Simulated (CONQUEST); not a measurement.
# ZnSe (Stilleite) (F-43m) in CONQUEST: further runs

The runs below take ZnSe (Stilleite) through single point, with PBE.

Everything below comes from runs of CONQUEST 1.3. Logs are shortened: lines on timing, memory, paths and dates and some standing lists are left out, and cuts for length are marked.

**Experimental background.**

“Alloy Disordering Effects on the Thermal Conductivity and Energy Gap Temperature Dependence of Cd1−xZnxSe Ternary Crystals Grown by the Bridgman Method”, 2023, pmc:10253836 reports, for a bulk crystal of ZnSe at 300 K: band gap 2.695 ± 0.003 eV (an exciton energy, a little under the gap).

The runs below are set against these values where they give the same quantity.

**1. Starting point**

Symmetry: F-43m, No. 216, cubic system. The conventional cell has a = 5.668 Å, b = 5.668 Å, c = 5.668 Å, α = 90.00°, β = 90.00°, γ = 90.00°. Se (site symmetry -43m) has 4 Zn at 2.45 Å as nearest neighbours. Around Zn (site symmetry -43m) lie 4 Se at 2.45 Å.

**2. Single point, PBE**

File Conquest_input:

```
IO.Title ZnSe
IO.Coordinates coords.dat
IO.FractionalAtomicCoords T
IO.Iprint 2
IO.Iprint_init 1
General.NumberOfSpecies 2
General.PseudopotentialType hamann
AtomMove.TypeOfRun static
AtomMove.FullStress T
Grid.GridCutoff 120
DM.SolutionMethod diagon
Diag.MPMesh T
Diag.GammaCentred T
Diag.MPMeshX 8
Diag.MPMeshY 8
Diag.MPMeshZ 6
Diag.kT 0.00183747
minE.SCTolerance 1e-6
SC.MaxIters 100
IO.AtomChargeOutput T
%block ChemicalSpeciesLabel
1 78.960 Se
2 65.390 Zn
%endblock
```

File coords.dat:

```
    7.5732633803     0.0000000000     0.0000000000
    0.0000000000     7.5732633803     0.0000000000
    0.0000000000     0.0000000000    10.7102117839
4
  0.0000000000   0.5000000000   0.2500000000 1 T T T
  0.5000000000   0.0000000000   0.7500000000 1 T T T
  0.0000000000   0.0000000000   0.0000000000 2 T T T
  0.5000000000   0.5000000000   0.5000000000 2 T T T
```

Potentials or basis: PseudoDojo NC PBE, SZP, grid cutoff 120 Ha.

Started as:

```console
$ Conquest
```

The program printed:

```text
Simulation cell dimensions:     7.5733 a0 x     7.5733 a0 x    10.7102 a0

      Atomic coordinates (a0)
         Atom         X         Y         Z  Species
            1    0.0000    3.7866    2.6776        1
            2    3.7866    0.0000    8.0327        1
            3    0.0000    0.0000    0.0000        2
            4    3.7866    3.7866    5.3551        2

         Monkhorst-Pack mesh:   8 x   8 x   6 gamma-centred
        This calculation includes non-local pseudopotentials,
         with a maximum core radius of      6.36632333

    Job title: ZnSe
    Job to be run: static calculation

[... 5 lines left out ...]
      Using Fermi-Dirac smearing

    Integration grid size:     40 x   40 x   60

    Integration grid spacing:  0.189 a0 x 0.189 a0 x 0.179 a0

    Number of species:  2
    --------------------------------------------------------
    |   #  mass (au)  Charge (e)  SF Rad (a0)  NSF  Label  |
    --------------------------------------------------------
    |   1     78.960      16.000        6.627   14  Se     |
    |   2     65.390      20.000        6.627   13  Zn     |
    --------------------------------------------------------
          SCF tolerance:                 0.00000100
          SCF iterations:               100

    The functional used will be GGA PBE96

           radial cut-off to be used is taken to be max PAO cut-off radius for this species:    6.366323

           greatest ang. mom. for making density from PAOs:  2

           radial cut-off to be used is taken to be max PAO cut-off radius for this species:    6.252882

           greatest ang. mom. for making density from PAOs:  2
    Minimum blocs/proc is     1500. Maximum blocs/proc is     1500
    set_atom_dens: In set_atomic_density, electrons :      72.000000000000
 matrix_size & matrix_size_padH =           54          54

    Screened ion int: energy:    -545.161706006287 Ha

    new_SC_potl: Starting.  Tolerance:  0.10000E-05

    PulayMixSC: Starting Pulay mixing, A_up =  0.500 A_dn =  0.500
    PulayMixSC: Spin non-polarised calculation.
          Harris-Foulkes Energy            :      -660.614416176940040 Ha
          (TS=0 as O(N) or entropic contribution is negligible)
          DFT Total Energy                 :      -660.556476054032032 Ha
          Total number of electrons        :        71.999999999999673
    PulayMixSC: Pulay iteration     1 residual:              0.13735E-02
          Harris-Foulkes Energy            :      -660.583378091616169 Ha
          (TS=0 as O(N) or entropic contribution is negligible)
          DFT Total Energy                 :      -660.581854714885822 Ha
          Total number of electrons        :        72.000021777355457
    PulayMixSC: Pulay iteration     2 residual:              0.43982E-03
          Harris-Foulkes Energy            :      -660.582272595417294 Ha
          (TS=0 as O(N) or entropic contribution is negligible)
          DFT Total Energy                 :      -660.582149726984198 Ha
          Total number of electrons        :        72.000035073685893
    PulayMixSC: Pulay iteration     3 residual:              0.18540E-03
          Harris-Foulkes Energy            :      -660.582179252217657 Ha
          (TS=0 as O(N) or entropic contribution is negligible)
          DFT Total Energy                 :      -660.582172917507933 Ha
          Total number of electrons        :        72.000044070252414
    PulayMixSC: Pulay iteration     4 residual:              0.27290E-04
          Harris-Foulkes Energy            :      -660.582174428277767 Ha
          (TS=0 as O(N) or entropic contribution is negligible)
          DFT Total Energy                 :      -660.582174405370097 Ha
          Total number of electrons        :        72.000044534264248
    PulayMixSC: Pulay iteration     5 residual:              0.20652E-05
          Harris-Foulkes Energy            :      -660.582174409771937 Ha
          (TS=0 as O(N) or entropic contribution is negligible)
          DFT Total Energy                 :      -660.582174407208640 Ha
          Total number of electrons        :        72.000044551597682
    PulayMixSC: Pulay iteration     6 residual:              0.33452E-06
    PulayMixSC: Reached SCF tolerance of  0.33452E-06 after      6 iterations
      | Number of electrons      =        72.000045
      |* band energy as 2Tr[K.H] =      -109.867760519120452 Ha
      |  screened ion-ion energy =      -545.161706006286636 Ha
      |  Ha correction           =         3.170214956841999 Ha
      |  XC correction           =        -8.722937655381815 Ha
      |* Harris-Foulkes energy   =      -660.582174409771937 Ha
      |* DFT total energy        =      -660.582174407208640 Ha
      |  estimated accuracy      =        -0.000000002563297 Ha

    force: Forces on atoms (Ha/a0)
    force:  Atom   X              Y              Z
    force:     1  -0.0000000000  -0.0000000000  -0.0000000000
    force:     2  -0.0000000000  -0.0000000000  -0.0000000000
    force:     3  -0.0000000000   0.0000000000  -0.0000000000
    force:     4  -0.0000000000  -0.0000000000   0.0000000000

    force: Maximum force :        0.00000000(Ha/a0) on atom         4 in z direction
    force: Force Residual:        0.00000000 Ha/a0
    force: Total stress:         -5.44397787     0.00000000     0.00000000 GPa
                             0.00000000    -5.44397787     0.00000000
                             0.00000000     0.00000000    -5.31846907
    force: Average pressure:      5.40214160 GPa

    force: Finished force
    get_E_and_F: Change in energy during last step of electronic optimisation:  0.18506E-07

    BIBLIOGRAPHY: Please consider citing the following references in the conquest.bib file

    CONQUEST:         Bowler2002pt, Miyazaki2004, Nakata2020
    Basis:            Bowler2019
    DM:               Bowler:2006xr
    Pseudopotentials: Hamann2013, Bowler2019
    XC functional:    Perdew1996
```

It took 66 s on 1 thread of Intel Xeon Platinum 8259CL at 2.50GHz (Skylake/Cascade Lake), shared host; peak memory 0.43 GiB.

What came out:

```yaml
Free_energy: -17975.3567 eV
Pressure: 5.4 GPa
Band_gap_on_the_k_mesh: 1.67 eV
Mulliken_charges: Se -0.38; Zn +0.38 e
```

Caveat: the atomic basis is small; Mulliken charges move with the basis; the basis of atomic orbitals isn't converged, which shifts pressures, moduli and gaps; the real-space grid breaks the cell's symmetry a little.

**3. Single point, PBE**

Conquest_input, as its differences from that of step 2:

```diff
@@ -13,5 +13,5 @@
 Diag.GammaCentred T
-Diag.MPMeshX 8
-Diag.MPMeshY 8
-Diag.MPMeshZ 6
+Diag.MPMeshX 7
+Diag.MPMeshY 7
+Diag.MPMeshZ 5
 Diag.kT 0.00183747
```

coords.dat is that of step 2.

Potentials or basis: PseudoDojo NC PBE, DZP, grid cutoff 120 Ha.

Started as:

```console
$ Conquest
```

Wall time 37 s (1 thread of Intel Xeon 6975P-C (Granite Rapids), shared host); peak memory 0.59 GiB.

Results (log left out):

| Quantity | Value |
| --- | --- |
| Free energy | -17975.8814 eV |
| Pressure | 4.3 GPa |
| Band gap on the k mesh | 1.49 eV |
| Mulliken charges | Se -0.11; Zn +0.11 e |

Caveat: Mulliken charges move with the basis; an odd mesh through Γ misses points on the zone boundary, where band edges often lie; the basis of atomic orbitals isn't converged, which shifts pressures, moduli and gaps; the real-space grid breaks the cell's symmetry a little.

**4. Single point, PBE**

Conquest_input is that of step 3.

coords.dat is that of step 3.

Potentials or basis: PseudoDojo NC PBE, DZ, grid cutoff 120 Ha.

Started as:

```console
$ Conquest
```

The program printed:

```text
Simulation cell dimensions:     7.5733 a0 x     7.5733 a0 x    10.7102 a0

      Atomic coordinates (a0)
         Atom         X         Y         Z  Species
            1    0.0000    3.7866    2.6776        1
            2    3.7866    0.0000    8.0327        1
            3    0.0000    0.0000    0.0000        2
            4    3.7866    3.7866    5.3551        2

         Monkhorst-Pack mesh:   7 x   7 x   5 gamma-centred
        This calculation includes non-local pseudopotentials,
         with a maximum core radius of      6.36632333

    Job title: ZnSe
    Job to be run: static calculation

    Ground state search:
      Support functions represented with PAO basis
      1:1 PAO to SF mapping
      Non-spin-polarised electrons
      Solving for the K matrix using diagonalisation
      Using Fermi-Dirac smearing

    Integration grid size:     40 x   40 x   60

    Integration grid spacing:  0.189 a0 x 0.189 a0 x 0.179 a0

    Number of species:  2
    --------------------------------------------------------
    |   #  mass (au)  Charge (e)  SF Rad (a0)  NSF  Label  |
    --------------------------------------------------------
    |   1     78.960      16.000        6.627   13  Se     |
    |   2     65.390      20.000        6.627   16  Zn     |
    --------------------------------------------------------
          SCF tolerance:                 0.00000100
          SCF iterations:               100

    The functional used will be GGA PBE96

           radial cut-off to be used is taken to be max PAO cut-off radius for this species:    6.366323

           greatest ang. mom. for making density from PAOs:  2

           radial cut-off to be used is taken to be max PAO cut-off radius for this species:    6.252882

           greatest ang. mom. for making density from PAOs:  2
    Minimum blocs/proc is     1500. Maximum blocs/proc is     1500
    set_atom_dens: In set_atomic_density, electrons :      72.000000000000
 matrix_size & matrix_size_padH =           58          58

    Screened ion int: energy:    -545.161706006287 Ha

    new_SC_potl: Starting.  Tolerance:  0.10000E-05

    PulayMixSC: Starting Pulay mixing, A_up =  0.500 A_dn =  0.500
    PulayMixSC: Spin non-polarised calculation.
          Harris-Foulkes Energy            :      -660.541366549518784 Ha
          (TS=0 as O(N) or entropic contribution is negligible)
          DFT Total Energy                 :      -660.442606405680181 Ha
          Total number of electrons        :        71.999999999999673
    PulayMixSC: Pulay iteration     1 residual:              0.15710E-02
          Harris-Foulkes Energy            :      -660.491271382550622 Ha
          (TS=0 as O(N) or entropic contribution is negligible)
          DFT Total Energy                 :      -660.490071710649772 Ha
          Total number of electrons        :        72.000014153137514
    PulayMixSC: Pulay iteration     2 residual:              0.58589E-03
          Harris-Foulkes Energy            :      -660.490422479672816 Ha
          (TS=0 as O(N) or entropic contribution is negligible)
          DFT Total Energy                 :      -660.490131765704973 Ha
          Total number of electrons        :        72.000021251629391
    PulayMixSC: Pulay iteration     3 residual:              0.29262E-03
          Harris-Foulkes Energy            :      -660.490151671854278 Ha
          (TS=0 as O(N) or entropic contribution is negligible)
          DFT Total Energy                 :      -660.490151746110541 Ha
          Total number of electrons        :        72.000028664859627
    PulayMixSC: Pulay iteration     4 residual:              0.54296E-05
          Harris-Foulkes Energy            :      -660.490151777212304 Ha
          (TS=0 as O(N) or entropic contribution is negligible)
          DFT Total Energy                 :      -660.490151769355407 Ha
          Total number of electrons        :        72.000028869853509
    PulayMixSC: Pulay iteration     5 residual:              0.12010E-05
          Harris-Foulkes Energy            :      -660.490151774200626 Ha
          (TS=0 as O(N) or entropic contribution is negligible)
          DFT Total Energy                 :      -660.490151773132197 Ha
          Total number of electrons        :        72.000028904013035
    PulayMixSC: Pulay iteration     6 residual:              0.21322E-06
    PulayMixSC: Reached SCF tolerance of  0.21322E-06 after      6 iterations
      | Number of electrons      =        72.000029
      |* band energy as 2Tr[K.H] =      -108.804396939406971 Ha
      |  screened ion-ion energy =      -545.161706006286636 Ha
      |  Ha correction           =         2.154496241562837 Ha
      |  XC correction           =        -8.678540612506342 Ha
      |* Harris-Foulkes energy   =      -660.490151774200626 Ha
      |* DFT total energy        =      -660.490151773132197 Ha
      |  estimated accuracy      =        -0.000000001068429 Ha

    force: Forces on atoms (Ha/a0)
    force:  Atom   X              Y              Z
    force:     1  -0.0000000000  -0.0000000000  -0.0000000000
    force:     2  -0.0000000000   0.0000000000  -0.0000000000
    force:     3  -0.0000000000  -0.0000000000  -0.0000000000
    force:     4  -0.0000000000  -0.0000000000  -0.0000000000

    force: Maximum force :        0.00000000(Ha/a0) on atom         3 in z direction
    force: Force Residual:        0.00000000 Ha/a0
    force: Total stress:         -6.36595669     0.00000000     0.00000000 GPa
                             0.00000000    -6.36595669     0.00000000
                             0.00000000     0.00000000    -6.17719444
    force: Average pressure:      6.30303594 GPa

    force: Finished force
    get_E_and_F: Change in energy during last step of electronic optimisation:  0.30117E-08

    BIBLIOGRAPHY: Please consider citing the following references in the conquest.bib file

    CONQUEST:         Bowler2002pt, Miyazaki2004, Nakata2020
    Basis:            Bowler2019
    DM:               Bowler:2006xr
    Pseudopotentials: Hamann2013, Bowler2019
    XC functional:    Perdew1996
```

Wall time 21 s (1 thread of Intel Xeon 6975P-C (Granite Rapids), shared host); peak memory 0.46 GiB.

What came out:

```yaml
Free_energy: -17972.8526 eV
Pressure: 6.3 GPa
Band_gap_on_the_k_mesh: 1.16 eV
Mulliken_charges: Se -1.02; Zn +1.02 e
```

Caveat: the atomic basis is small; Mulliken charges move with the basis; an odd mesh through Γ misses points on the zone boundary, where band edges often lie; the basis of atomic orbitals isn't converged, which shifts pressures, moduli and gaps; the real-space grid breaks the cell's symmetry a little.

**5. Single point, PBE**

Conquest_input is that of step 4.

coords.dat is that of step 4.

Potentials or basis: PseudoDojo NC PBE, SZP, grid cutoff 120 Ha.

Started as:

```console
$ Conquest
```

It took 18 s on 1 thread of Intel Xeon 6975P-C (Granite Rapids), shared host; peak memory 0.43 GiB.

It converged, with:

```
Free energy            : -17975.3559 eV
Pressure               : 5.4 GPa
Band gap on the k mesh : 1.67 eV
Mulliken charges       : Se -0.38; Zn +0.38 e
```

Caveat: the atomic basis is small; Mulliken charges move with the basis; an odd mesh through Γ misses points on the zone boundary, where band edges often lie; the basis of atomic orbitals isn't converged, which shifts pressures, moduli and gaps; the real-space grid breaks the cell's symmetry a little.

(Continued in part 2 of 2.)
